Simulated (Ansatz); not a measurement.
Theory: DFT PBE, scalar-relativistic, plane waves, PAW (Ansatz). All cells share a 420 eV cutoff and Γ-centred k meshes spaced at most about 0.3 Å⁻¹ (about 0.25 or finer for metals, 2π included). No spin polarisation.

Each guess is relaxed in cell and atoms at zero pressure, on a coarse mesh first where it starts far from rest and then on a converged one. The steps can't lower the symmetry of the start, but it can rise. Energies are static (0 K, no zero-point motion).

Two unrelaxed guesses for MoH2:

Guess 1.

```cif
data_structure
_symmetry_space_group_name_H-M 'I4/mmm'
_symmetry_Int_Tables_number 139
_cell_length_a 3.4081
_cell_length_b 3.4081
_cell_length_c 5.6630
_cell_angle_alpha 90.000
_cell_angle_beta 90.000
_cell_angle_gamma 90.000
_cell_volume 65.78
loop_
_atom_site_label
_atom_site_type_symbol
_atom_site_symmetry_multiplicity
_atom_site_Wyckoff_symbol
_atom_site_fract_x
_atom_site_fract_y
_atom_site_fract_z
_atom_site_occupancy
H1 H 4 e 0.50000 0.50000 0.09234 1
Mo1 Mo 2 a 0.00000 0.00000 0.00000 1
```

Guess 2.

```cif
data_structure
_symmetry_space_group_name_H-M 'P4/mmm'
_symmetry_Int_Tables_number 123
_cell_length_a 2.4945
_cell_length_b 2.4945
_cell_length_c 4.7660
_cell_angle_alpha 90.000
_cell_angle_beta 90.000
_cell_angle_gamma 90.000
_cell_volume 29.66
loop_
_atom_site_label
_atom_site_type_symbol
_atom_site_symmetry_multiplicity
_atom_site_Wyckoff_symbol
_atom_site_fract_x
_atom_site_fract_y
_atom_site_fract_z
_atom_site_occupancy
H1 H 2 h 0.50000 0.50000 0.27000 1
Mo1 Mo 1 a 0.00000 0.00000 0.00000 1
```

Question: Where do they end, and which end is lower?

Answer: Guess 1 ends lower, by 292 meV/atom. Guess 1: I4/mmm at 11.0 Å³/atom → I4/mmm at 6.9 Å³/atom; Guess 2: P4/mmm at 9.9 Å³/atom → P4/mmm at 8.5 Å³/atom. Counting H atoms around Mo (those within 1.25 times the shortest such distance or 1.15 times the sum of covalent radii; a plus sign parts nearer from farther groups), the end of guess 1 has Mo 2+8 and the end of guess 2 has Mo 8. End of guess 1. Conventional cell: a = 2.899 Å, c = 4.912 Å. H is surrounded by 1 H at 1.32 Å, 1 Mo at 1.80 Å and 4 Mo at 2.15 Å; Mo is surrounded by 2 H at 1.80 Å and 8 H at 2.15 Å. End of guess 2. Conventional cell: a = 2.601 Å, c = 3.780 Å. H is surrounded by 2 H at 1.85–1.93 Å and 4 Mo at 2.08 Å; around Mo lie 8 H at 2.08 Å and 4 Mo at 2.60 Å.

Ends held by symmetry can be saddle points. Neither end is the lowest form computed: that has the fluorite type, space group Fm-3m (No. 225) and lies 293 meV/atom below the better end. Even the lowest of the cells shown lies +0.36 eV/atom against the elements. With hydrogen, zero-point motion can shift such differences by 10 meV/atom or more. Some structure types and database cells were kept out of the candidates from the start, so a known form may be missing.
